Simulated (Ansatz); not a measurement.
Runs of Ansatz 0.2.0 on MgS (Niningerite). It takes space group Fm-3m (No. 225, cubic). Conventional cell: a = 5.203 Å, b = 5.203 Å, c = 5.203 Å, α = 90.00°, β = 90.00°, γ = 90.00°. S (site symmetry m-3m) has 6 Mg at 2.60 Å as nearest neighbours. Mg (site symmetry m-3m) is surrounded by 6 S at 2.60 Å. 

```csv
task,level,cell,cutoff (eV),smearing,points for each segment of the path,gap on the mesh (eV),pressure (GPa),relaxed volume (Å³/atom)
band structure,r2SCAN,as given,500,fermi-dirac 0.05 eV,14,(b),0.0,-
relaxation of cell and atoms,PBE+D3(BJ),relaxed,420,fermi-dirac 0.05 eV,-,2.98,0.0,(a)
single point,PBE,as given,420,gaussian 0.026 eV,-,2.92,1.2,-
single point,PBE,as given,420,gaussian 0.024 eV,-,2.92,1.2,-
single point,PBE,as given,420,gaussian 0.021 eV,-,2.92,1.2,-
single point,PBE,as given,420,gaussian 0.015 eV,-,2.92,1.2,-
single point,PBE,as given,420,gaussian 0.018 eV,-,2.92,1.2,-
relaxation of cell and atoms,BLYP,relaxed,420,fermi-dirac 0.05 eV,-,2.85,0.0,18.48
```

Alike in all rows: potentials or basis Ansatz PAW; no spin polarisation; k mesh 9 × 9 × 9.

**Question.** Estimate the missing entries.

**Answer.** (a) 17.12; (b) 3.59.

Caveats: odd divisions of the mesh miss points on the zone boundary, where band edges often lie, so the gap on the mesh can be too wide (some runs); the PAW data sets come from PBE, with cores solved anew for the run's functional, which leaves a small shift of forces and pressure (some runs); the plane-wave basis is chosen anew once the cell has moved, so the energies of steps on either side of that aren't comparable (some runs); the k mesh misses the band edges, so the gap on the mesh is wider than the one along the path (some runs).
